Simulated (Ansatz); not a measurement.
# Dielectric response of BN (10-10) films, part 4 of 6

How well do thin wurtzite BN (10-10) films screen a perpendicular field?

Ansatz 0.2.0; plane-wave DFT, PBEsol, Ansatz PAW (the session's first sound run).

So far. Step 14 (Response with the atoms held, 16 atoms, units 4): The induced dipole is that of a conductor 7.64 Å thick. Step 15 (Relaxation, 20 atoms, units 5): The gap is 3.78 eV, with the valence edge 6.48 eV and the conduction edge 2.71 eV under the upper vacuum level.

### 16. Single point on the relaxed film, 20 atoms, units 5

The next thickness, treated alike, so that differences show the interior and the faces cancel.

Contents of input.yaml:

```yaml
crystal:
  lattice:
    - [2.55, 0.0, 0.0]
    - [0.0, 4.22, 0.0]
    - [0.0, 0.0, 27.5695807118]
  atoms:
    - { symbol: B, position: [0.0, 0.0295955484, 0.3355422138] }
    - { symbol: "N", position: [0.0, 0.3569687285, 0.3295871549] }
    - { symbol: B, position: [0.5, 0.4933536701, 0.3502243057] }
    - { symbol: "N", position: [0.5, 0.8677657844, 0.3505750111] }
    - { symbol: B, position: [0.5, 0.0048382696, 0.4077490309] }
    - { symbol: "N", position: [0.5, 0.374439964, 0.4075027482] }
    - { symbol: B, position: [0.0, 0.4983250519, 0.4332792457] }
    - { symbol: "N", position: [0.0, 0.8743126854, 0.4329541205] }
    - { symbol: B, position: [0.0, 0.0007061407, 0.4867451452] }
    - { symbol: "N", position: [0.0, 0.3746941549, 0.4870859968] }
    - { symbol: B, position: [0.5, 0.5007061407, 0.5132548546] }
    - { symbol: "N", position: [0.5, 0.874694155, 0.5129140032] }
    - { symbol: B, position: [0.5, -0.0016749483, 0.5667207541] }
    - { symbol: "N", position: [0.5, 0.3743126853, 0.5670458796] }
    - { symbol: B, position: [0.0, 0.50483827, 0.592250969] }
    - { symbol: "N", position: [0.0, 0.8744399642, 0.5924972519] }
    - { symbol: B, position: [0.0, -0.0066463294, 0.6497756942] }
    - { symbol: "N", position: [0.0, 0.3677657847, 0.6494249894] }
    - { symbol: B, position: [0.5, 0.5295955499, 0.6644577863] }
    - { symbol: "N", position: [0.5, 0.85696873, 0.6704128451] }
kpoints:
  mp_grid: { grid: [10, 6, 1] }
hamiltonian:
  xc: pbesol
scf:
  occupations: { method: fixed }
  convergence: { dr2_threshold: 1.0e-09 }
efield:
  axis: 3
  dipole_correction: true
  ramp_position: 0.97
  ramp_width: 0.06
output:
  eigenvalues: true
  write_potential: true
  write_density: true
  volumetric_format: npy
```

Started as:

```bash
> ansatz run input.yaml --threads 4 --pin off --max-ram 8192MiB --backend cpu --events-out ev --progress --plain --runs-dir out
```

Numbers of over 12 decimals in the logs are rounded to 6 here.

The log of the run:

```text
[...]
Crystal: 20 atoms, lattice volume = 296.676 Å³
Basis set: ecut = 420 eV, 5795 PW (Γ)
Bands: 60, of which v1, the nominal top of the filled ones, is band 40 counted from 1 (39 counted from 0)
Symmetry: 2 space group operations
k-points: 24 of 60 (time reversal used)
[...]
k-point 1: bands = [... 36 lower, -0.2631, 0.1557, 0.2259, 0.3330, 5.7826, 5.8465, 6.8164, 6.8999, ... 16 higher]
  k-point 2: bands = [... 36 lower, -0.7756, -0.2728, 0.2165, 0.3218, 5.5085, 5.5552, 6.9471, 7.0031, ... 16 higher]
  k-point 23: bands = [... 36 lower, -2.5242, -2.5242, -0.3359, -0.3359, 4.2655, 4.2655, 7.4786, 7.4786, ... 16 higher]
[key lines of the parts left out:]
SCF converged after 9 iterations
Free energy (F): -5334.978796 eV
Fermi energy:    0.489045 eV
Dipole field:    D = 0.000000 V/Å  (p = 0.000000 e·Å, saw-weighted, corrected)
Work function:   Φ+ = 6.4842 eV   Φ− = 6.4842 eV
```

Wall time 29 s (4 threads of Intel Xeon at 2.50GHz (Skylake/Cascade Lake), shared host); peak memory 0.94 GiB; 1.9 min of CPU time.

The gap is 3.78 eV, with the valence edge 6.48 eV and the conduction edge 2.71 eV under the upper vacuum level.

### 17. Atoms held, 20 atoms, units 5, field 0.05 V/Å

input.yaml: that of step 16 with these lines changed.

```diff
@@ -32,3 +32,3 @@
   occupations: { method: fixed }
-  convergence: { dr2_threshold: 1.0e-09 }
+  convergence: { dr2_threshold: 1.0e-10 }
 efield:
@@ -38,4 +38,4 @@
   ramp_width: 0.06
+  amplitude: 0.05
 output:
-  eigenvalues: true
   write_potential: true
```

The log of the run:

```text
[...]
Crystal: 20 atoms, lattice volume = 296.676 Å³
Basis set: ecut = 420 eV, 5795 PW (Γ)
Bands: 60, of which v1, the nominal top of the filled ones, is band 40 counted from 1 (39 counted from 0)
Symmetry: 2 space group operations
k-points: 24 of 60 (time reversal used)
[...]
k-point 0: bands = [... 36 lower, -0.0364, 0.2293, 0.4291, 0.4891, 5.8153, 5.9999, 6.7139, 6.8617, ... 16 higher]
  k-point 1: bands = [... 36 lower, -0.2632, 0.1484, 0.2270, 0.3406, 5.7343, 5.8918, 6.7658, 6.9167, ... 16 higher]
  k-point 2: bands = [... 36 lower, -0.7758, -0.2717, 0.2048, 0.3335, 5.4669, 5.5959, 6.9361, 7.0101, ... 16 higher]
  k-point 23: bands = [... 36 lower, -2.5500, -2.4982, -0.3835, -0.2885, 4.2190, 4.3117, 7.4675, 7.4889, ... 16 higher]
[key lines of the parts left out:]
SCF converged after 13 iterations
Free energy (F): -5334.979491 eV
Fermi energy:    0.495336 eV
Dipole field:    D = 0.016958 V/Å  (p = 0.027803 e·Å, saw-weighted, corrected)
```

Elapsed: 32 s, on 4 threads; peak memory 0.94 GiB.

The dipole is 0.0278 e·Å, and the gap on the mesh 3.724 eV.

### 18. Single point, 20 atoms, units 5, field -0.05 V/Å

input.yaml: that of step 17 with these lines changed.

```diff
@@ -38,3 +38,3 @@
   ramp_width: 0.06
-  amplitude: 0.05
+  amplitude: -0.05
 output:
```

The log of the run:

```text
[...]
Crystal: 20 atoms, lattice volume = 296.676 Å³
Basis set: ecut = 420 eV, 5795 PW (Γ)
Bands: 60, of which v1, the nominal top of the filled ones, is band 40 counted from 1 (39 counted from 0)
Symmetry: 2 space group operations
k-points: 24 of 60 (time reversal used)
[...]
k-point 0: bands = [... 36 lower, -0.0364, 0.2293, 0.4291, 0.4891, 5.8154, 5.9999, 6.7138, 6.8617, ... 16 higher]
  k-point 1: bands = [... 36 lower, -0.2632, 0.1484, 0.2270, 0.3406, 5.7343, 5.8918, 6.7658, 6.9166, ... 16 higher]
  k-point 2: bands = [... 36 lower, -0.7758, -0.2717, 0.2048, 0.3335, 5.4669, 5.5959, 6.9361, 7.0101, ... 16 higher]
  k-point 23: bands = [... 36 lower, -2.5500, -2.4982, -0.3835, -0.2885, 4.2190, 4.3117, 7.4675, 7.4889, ... 16 higher]
[key lines of the parts left out:]
SCF converged after 13 iterations
Free energy (F): -5334.979491 eV
Fermi energy:    0.495337 eV
Dipole field:    D = -0.016958 V/Å  (p = -0.027803 e·Å, saw-weighted, corrected)
```

It took 34 s on 4 threads; peak memory 0.93 GiB.

The dipole is -0.0278 e·Å, and the gap on the mesh 3.724 eV.

### 19. Response with the atoms held, 20 atoms, units 5

This step: plane-wave DFT, PBEsol, Ansatz PAW; response to a field along the normal, atoms held (Ansatz 0.2.0).

Local field over the applied field, running mean. From the potentials at -0.05 and 0.05 V/Å; running mean over 2.208 Å, taken twice. The local field over applied field by z:

| z (Å) | local field over applied field |
| --- | --- |
| 4.5 | 0.999 |
| 5.0 | 0.996 |
| 5.5 | 0.990 |
| 6.0 | 0.972 |
| 6.5 | 0.931 |
| 7.0 | 0.855 |
| 7.5 | 0.740 |
| 8.0 | 0.596 |
| 8.5 | 0.448 |
| 9.0 | 0.324 |
| 9.5 | 0.241 |
| 10.0 | 0.199 |
| 10.5 | 0.188 |
| 11.0 | 0.192 |
| 11.5 | 0.198 |
| 12.0 | 0.204 |
| 12.5 | 0.208 |
| 13.0 | 0.211 |
| 13.5 | 0.212 |
| 14.0 | 0.212 |
| 14.5 | 0.211 |
| 15.0 | 0.209 |
| 15.5 | 0.205 |
| 16.0 | 0.199 |
| 16.5 | 0.193 |
| 17.0 | 0.188 |
| 17.5 | 0.196 |
| 18.0 | 0.233 |
| 18.5 | 0.310 |
| 19.0 | 0.429 |
| 19.5 | 0.575 |
| 20.0 | 0.721 |
| 20.5 | 0.841 |
| 21.0 | 0.923 |
| 21.5 | 0.968 |
| 22.0 | 0.988 |
| 22.5 | 0.996 |
| 23.0 | 0.999 |

The induced dipole is that of a conductor 9.35 Å thick.

### 20. Field on, atoms free, 20 atoms, units 5, field 0.05 V/Å

This step: plane-wave DFT, PBEsol, Ansatz PAW (Ansatz 0.2.0).

The same pair of relaxations in the field for this thickness.

input.yaml: that of step 18 with these lines changed.

```diff
@@ -38,3 +38,6 @@
   ramp_width: 0.06
-  amplitude: -0.05
+  amplitude: 0.05
+relax:
+  f_tol: 0.0006
+  max_steps: 70
 output:
```

The log of the run:

```text
[...]
Crystal: 20 atoms, lattice volume = 296.676 Å³
Basis set: ecut = 420 eV, 5795 PW (Γ), exchange–correlation on 36×60×384 points (8 copies of the dense FFT grid, shifted against one another)
Bands: 60, of which v1, the nominal top of the filled ones, is band 40 counted from 1 (39 counted from 0)
Symmetry: 2 space group operations
k-points: 24 of 60 (time reversal used)
[...]
- { symbol: B, position: [0.500000, -0.0016375, 0.566729] }
    - { symbol: N, position: [0.500000, 0.374351, 0.567037] }
    - { symbol: B, position: [0, 0.504875, 0.592267] }
    - { symbol: N, position: [0, 0.874487, 0.592484] }
    - { symbol: B, position: [0, -0.00651666, 0.649791] }
    - { symbol: N, position: [0, 0.367896, 0.649414] }
    - { symbol: B, position: [0.500000, 0.529719, 0.664472] }
    - { symbol: N, position: [0.500000, 0.857075, 0.670397] }
[key lines of the parts left out:]
SCF converged after 5 iterations
Free energy (F): -5334.979564 eV
Fermi energy:    0.491736 eV
Dipole field:    D = 0.018493 V/Å  (p = 0.030320 e·Å, saw-weighted, corrected)
```

Elapsed: 69 s, on 4 threads; peak memory 0.85 GiB.

No atom moved by 0.005 Å in the relaxation.

The relaxation took 4 steps and lowered the energy by 6.3e-5 eV; the largest force on the free atoms ends at 3.7e-4 eV/Å.

The dipole is 0.0303 e·Å, and the gap on the mesh 3.745 eV.

### 21. Field on, atoms free, 20 atoms, units 5, field -0.05 V/Å

The opposite sign, again from the field-free geometry; the difference of the two cancels what relaxes without a field.

input.yaml: that of step 20 with these lines changed.

```diff
@@ -38,3 +38,3 @@
   ramp_width: 0.06
-  amplitude: 0.05
+  amplitude: -0.05
 relax:
```

The log of the run:

```text
[...]
Crystal: 20 atoms, lattice volume = 296.676 Å³
Basis set: ecut = 420 eV, 5795 PW (Γ), exchange–correlation on 36×60×384 points (8 copies of the dense FFT grid, shifted against one another)
Bands: 60, of which v1, the nominal top of the filled ones, is band 40 counted from 1 (39 counted from 0)
Symmetry: 2 space group operations
k-points: 24 of 60 (time reversal used)
[...]
- { symbol: B, position: [0.500000, -0.00170973, 0.566714] }
    - { symbol: N, position: [0.500000, 0.374276, 0.567055] }
    - { symbol: B, position: [0, 0.504801, 0.592236] }
    - { symbol: N, position: [0, 0.874397, 0.592511] }
    - { symbol: B, position: [0, -0.00677967, 0.649761] }
    - { symbol: N, position: [0, 0.367636, 0.649437] }
    - { symbol: B, position: [0.500000, 0.529469, 0.664445] }
    - { symbol: N, position: [0.500000, 0.856858, 0.670429] }
[key lines of the parts left out:]
SCF converged after 5 iterations
Free energy (F): -5334.979564 eV
Fermi energy:    0.491736 eV
Dipole field:    D = -0.018493 V/Å  (p = -0.030321 e·Å, saw-weighted, corrected)
```

The job ended after 70 s (4 threads; peak memory 0.85 GiB).

No atom moved by 0.005 Å in the relaxation.

The relaxation took 4 steps and lowered the energy by 6.3e-5 eV; the largest force on the free atoms ends at 3.7e-4 eV/Å.

The dipole is -0.0303 e·Å, and the gap on the mesh 3.745 eV.

### 22. Response with the atoms relaxed, 20 atoms, units 5

This step: plane-wave DFT, PBEsol, Ansatz PAW; response to a field along the normal, atoms relaxed (Ansatz 0.2.0).

Local field over the applied field, running mean. From the potentials at -0.05 and 0.05 V/Å; running mean over 2.208 Å, taken twice. Table of local field over applied field by z:

```csv
z (Å),local field over applied field
4.5,0.999
5.0,0.997
5.5,0.990
6.0,0.972
6.5,0.928
7.0,0.852
7.5,0.733
8.0,0.574
8.5,0.410
9.0,0.269
9.5,0.157
10.0,0.107
10.5,0.0971
11.0,0.101
11.5,0.117
12.0,0.134
12.5,0.139
13.0,0.142
13.5,0.145
14.0,0.146
14.5,0.143
15.0,0.139
15.5,0.135
16.0,0.120
16.5,0.102
17.0,0.0972
17.5,0.104
18.0,0.146
18.5,0.250
19.0,0.389
19.5,0.551
20.0,0.713
20.5,0.839
21.0,0.920
21.5,0.968
22.0,0.988
22.5,0.996
23.0,0.999
```

The induced dipole is that of a conductor 10.20 Å thick.

### 23. Relaxation, 24 atoms, units 6

This step: plane-wave DFT, PBEsol, Ansatz PAW (Ansatz 0.2.0).

System of this step: BN (10-10), 6 units. The cell holds 24 atoms: 12 B and 12 N. Cell: a = 2.550 Å, b = 4.220 Å, c = 29.778 Å, α = 90.0°, β = 90.0°, γ = 90.0°. It derives from BN (wurtzite BN). Vacuum lies along c.

The next thickness, treated alike, so that differences show the interior and the faces cancel.

Contents of input.yaml:

```yaml
crystal:
  lattice:
    - [2.55, 0.0, 0.0]
    - [0.0, 4.22, 0.0]
    - [0.0, 0.0, 29.7779454915]
  atoms:
    - { symbol: B, position: [0.0, 0.0, 0.3022371037] }
    - { symbol: "N", position: [0.0, 0.375, 0.3022371037] }
    - { symbol: B, position: [0.5, 0.5, 0.3269574658] }
    - { symbol: "N", position: [0.5, 0.875, 0.3269574658] }
    - { symbol: B, position: [0.5, 0.0, 0.3763981898] }
    - { symbol: "N", position: [0.5, 0.375, 0.3763981898] }
    - { symbol: B, position: [0.0, 0.5, 0.4011185519] }
    - { symbol: "N", position: [0.0, 0.875, 0.4011185519] }
    - { symbol: B, position: [0.0, 0.0, 0.4505592759] }
    - { symbol: "N", position: [0.0, 0.375, 0.4505592759] }
    - { symbol: B, position: [0.5, 0.5, 0.475279638] }
    - { symbol: "N", position: [0.5, 0.875, 0.475279638] }
    - { symbol: B, position: [0.5, 0.0, 0.524720362] }
    - { symbol: "N", position: [0.5, 0.375, 0.524720362] }
    - { symbol: B, position: [0.0, 0.5, 0.5494407241] }
    - { symbol: "N", position: [0.0, 0.875, 0.5494407241] }
    - { symbol: B, position: [0.0, 0.0, 0.5988814481] }
    - { symbol: "N", position: [0.0, 0.375, 0.5988814481] }
    - { symbol: B, position: [0.5, 0.5, 0.6236018102] }
    - { symbol: "N", position: [0.5, 0.875, 0.6236018102] }
    - { symbol: B, position: [0.5, 0.0, 0.6730425342] }
    - { symbol: "N", position: [0.5, 0.375, 0.6730425342] }
    - { symbol: B, position: [0.0, 0.5, 0.6977628963] }
    - { symbol: "N", position: [0.0, 0.875, 0.6977628963] }
kpoints:
  mp_grid: { grid: [10, 6, 1] }
hamiltonian:
  xc: pbesol
scf:
  occupations: { method: fixed }
  convergence: { dr2_threshold: 1.0e-09 }
efield:
  axis: 3
  dipole_correction: true
  ramp_position: 0.97
  ramp_width: 0.06
relax:
  f_tol: 0.003
  max_steps: 100
output:
  write_potential: true
  write_density: true
  volumetric_format: npy
```

The log of the run:

```text
[...]
Crystal: 24 atoms, lattice volume = 320.440 Å³
Basis set: ecut = 420 eV, 6265 PW (Γ), exchange–correlation on 36×60×400 points (8 copies of the dense FFT grid, shifted against one another)
Bands: 72, of which v1, the nominal top of the filled ones, is band 48 counted from 1 (47 counted from 0)
Symmetry: 2 space group operations
[...]
- { symbol: B, position: [0.0, -0.00178725, 0.598698] }
    - { symbol: N, position: [0.0, 0.374324, 0.598945] }
    - { symbol: B, position: [0.5, 0.504891, 0.622320] }
    - { symbol: N, position: [0.5, 0.874470, 0.622593] }
    - { symbol: B, position: [0.5, -0.00674483, 0.675584] }
    - { symbol: N, position: [0.5, 0.367734, 0.675234] }
    - { symbol: B, position: [0.0, 0.529570, 0.689174] }
    - { symbol: N, position: [0.0, 0.856908, 0.694709] }
[key lines of the parts left out:]
SCF converged after 5 iterations
Free energy (F): -6402.578862 eV
Fermi energy:    1.258522 eV
Dipole field:    D = -0.000000 V/Å  (p = -0.000000 e·Å, saw-weighted, corrected)
Work function:   Φ+ = 6.5020 eV   Φ− = 6.5020 eV
```

The job ended after 2.8 min (4 threads; peak memory 1 GiB; 10 min of CPU time).

Step by step:

| step | energy less that of the first step (eV) | largest force component (eV/Å) |
| --- | --- | --- |
| 1 | 0.0000 | 4.4136 |
| 2 | -1.9587 | 2.6743 |
| 3 | -2.4459 | 1.0451 |
| 4 | -2.6309 | 0.2082 |
| 5 | -2.6401 | 0.1220 |
| 6 | -2.6409 | 0.0104 |
| 7 | -2.6409 | 0.0054 |
| 8 | -2.6409 | 0.0009 |

Forces are held to the 2 operations that the run works with; a distortion that breaks them can't arise in this run.

The atoms that moved most (Å):

```csv
atom,dx,dy,dz,length
B23,0.000,0.125,-0.256,0.285
B1,0.000,0.125,0.256,0.285
N2,0.000,-0.076,0.091,0.119
N24,0.000,-0.076,-0.091,0.119
B21,0.000,-0.028,0.076,0.081
B3,0.000,-0.028,-0.076,0.081
N4,0.000,-0.031,-0.065,0.072
N22,0.000,-0.031,0.065,0.072
```

The relaxed structure:

```cif
data_structure
_symmetry_space_group_name_H-M 'P 1'
_symmetry_Int_Tables_number 1
_cell_length_a 2.5500
_cell_length_b 4.2200
_cell_length_c 29.7779
_cell_angle_alpha 90.000
_cell_angle_beta 90.000
_cell_angle_gamma 90.000
_cell_volume 320.44
loop_
_atom_site_label
_atom_site_type_symbol
_atom_site_fract_x
_atom_site_fract_y
_atom_site_fract_z
_atom_site_occupancy
B1 B 0.00000 0.02957 0.31083 1
N2 N 0.00000 0.35691 0.30529 1
B3 B 0.50000 0.49326 0.32442 1
N4 N 0.50000 0.86773 0.32477 1
B5 B 0.50000 0.00489 0.37768 1
N6 N 0.50000 0.37447 0.37741 1
B7 B 0.00000 0.49821 0.40130 1
N8 N 0.00000 0.87432 0.40105 1
B9 B 0.00000 0.00110 0.45080 1
N10 N 0.00000 0.37478 0.45103 1
B11 B 0.50000 0.50000 0.47543 1
N12 N 0.50000 0.87475 0.47515 1
B13 B 0.50000 0.00000 0.52457 1
N14 N 0.50000 0.37475 0.52485 1
B15 B 0.00000 0.50110 0.54920 1
N16 N 0.00000 0.87478 0.54897 1
B17 B 0.00000 0.99821 0.59870 1
N18 N 0.00000 0.37432 0.59895 1
B19 B 0.50000 0.50489 0.62232 1
N20 N 0.50000 0.87447 0.62259 1
B21 B 0.50000 0.99326 0.67558 1
N22 N 0.50000 0.36773 0.67523 1
B23 B 0.00000 0.52957 0.68917 1
N24 N 0.00000 0.85691 0.69471 1
```

The relaxation took 8 steps and lowered the energy by 2.6 eV; the largest force on the free atoms ends at 8.6e-4 eV/Å.

The gap is 3.79 eV, with the valence edge 6.50 eV and the conduction edge 2.71 eV under the upper vacuum level.

### 24. The relaxed film, single point, 24 atoms, units 6

The next thickness, treated alike, so that differences show the interior and the faces cancel.

Contents of input.yaml:

```yaml
crystal:
  lattice:
    - [2.55, 0.0, 0.0]
    - [0.0, 4.22, 0.0]
    - [0.0, 0.0, 29.7779454915]
  atoms:
    - { symbol: B, position: [0.0, 0.0295697022, 0.3108264973] }
    - { symbol: "N", position: [0.0, 0.3569080056, 0.3052912203] }
    - { symbol: B, position: [0.5, 0.4932551645, 0.3244161187] }
    - { symbol: "N", position: [0.5, 0.8677340224, 0.3247655726] }
    - { symbol: B, position: [0.5, 0.0048906016, 0.37767995] }
    - { symbol: "N", position: [0.5, 0.374470382, 0.377407491] }
    - { symbol: B, position: [0.0, 0.4982127522, 0.4013021138] }
    - { symbol: "N", position: [0.0, 0.8743235691, 0.401054566] }
    - { symbol: B, position: [0.0, 0.0011016712, 0.4508006542] }
    - { symbol: "N", position: [0.0, 0.3747839274, 0.4510302788] }
    - { symbol: B, position: [0.5, 0.5000030268, 0.4754285143] }
    - { symbol: "N", position: [0.5, 0.8747471545, 0.4751535018] }
    - { symbol: B, position: [0.5, 3.0267e-06, 0.5245714856] }
    - { symbol: "N", position: [0.5, 0.3747471537, 0.5248464989] }
    - { symbol: B, position: [0.0, 0.5011016704, 0.5491993461] }
    - { symbol: "N", position: [0.0, 0.8747839278, 0.5489697209] }
    - { symbol: B, position: [0.0, -0.0017872459, 0.5986978863] }
    - { symbol: "N", position: [0.0, 0.3743235716, 0.5989454338] }
    - { symbol: B, position: [0.5, 0.5048906043, 0.6223200505] }
    - { symbol: "N", position: [0.5, 0.8744703854, 0.6225925087] }
    - { symbol: B, position: [0.5, -0.0067448267, 0.6755838818] }
    - { symbol: "N", position: [0.5, 0.3677340305, 0.6752344268] }
    - { symbol: B, position: [0.0, 0.5295697094, 0.6891735029] }
    - { symbol: "N", position: [0.0, 0.8569080134, 0.6947087792] }
kpoints:
  mp_grid: { grid: [10, 6, 1] }
hamiltonian:
  xc: pbesol
scf:
  occupations: { method: fixed }
  convergence: { dr2_threshold: 1.0e-09 }
efield:
  axis: 3
  dipole_correction: true
  ramp_position: 0.97
  ramp_width: 0.06
output:
  eigenvalues: true
  write_potential: true
  write_density: true
  volumetric_format: npy
```

The log of the run:

```text
[...]
Crystal: 24 atoms, lattice volume = 320.440 Å³
Basis set: ecut = 420 eV, 6265 PW (Γ)
Bands: 72, of which v1, the nominal top of the filled ones, is band 48 counted from 1 (47 counted from 0)
Symmetry: 2 space group operations
k-points: 24 of 60 (time reversal used)
[...]
k-point 0: bands = [... 44 lower, 0.9016, 1.1125, 1.2280, 1.2586, 6.6836, 6.7080, 7.5746, 7.6610, ... 20 higher]
  k-point 1: bands = [... 44 lower, 0.6821, 1.0242, 1.0633, 1.0748, 6.5874, 6.6108, 7.6082, 7.6789, ... 20 higher]
  k-point 2: bands = [... 44 lower, 0.1669, 0.5775, 1.0560, 1.0891, 6.3054, 6.3215, 7.7080, 7.7487, ... 20 higher]
  k-point 23: bands = [... 44 lower, -1.7394, -1.7394, 0.4499, 0.4499, 5.0481, 5.0481, 8.1023, 8.1023, ... 20 higher]
[key lines of the parts left out:]
SCF converged after 9 iterations
Free energy (F): -6402.578809 eV
Fermi energy:    1.258586 eV
Dipole field:    D = 0.000000 V/Å  (p = 0.000001 e·Å, saw-weighted, corrected)
Work function:   Φ+ = 6.5019 eV   Φ− = 6.5019 eV
```

Run time: 37 s. Hardware: 4 threads; peak memory 1.1 GiB; 2.4 min of CPU time.

The gap is 3.79 eV, with the valence edge 6.50 eV and the conduction edge 2.71 eV under the upper vacuum level.

(Continued in part 5 of 6.)

[Logs are printed without paths, hosts, clocks, repeated set-up lines and the standing remarks that a program may print on its own settings, such as how far it seeks lower states.]

[Hosts, paths, dates, database ids (printed as entryN), source tags and the programs' standing remarks are cut or masked in the printed files.]

[Maps of the electrostatic potential energy from Ansatz leave out the sawtooth potential of an applied field or a dipole correction, so their vacuum need not be flat; planar profiles and work functions include it.]
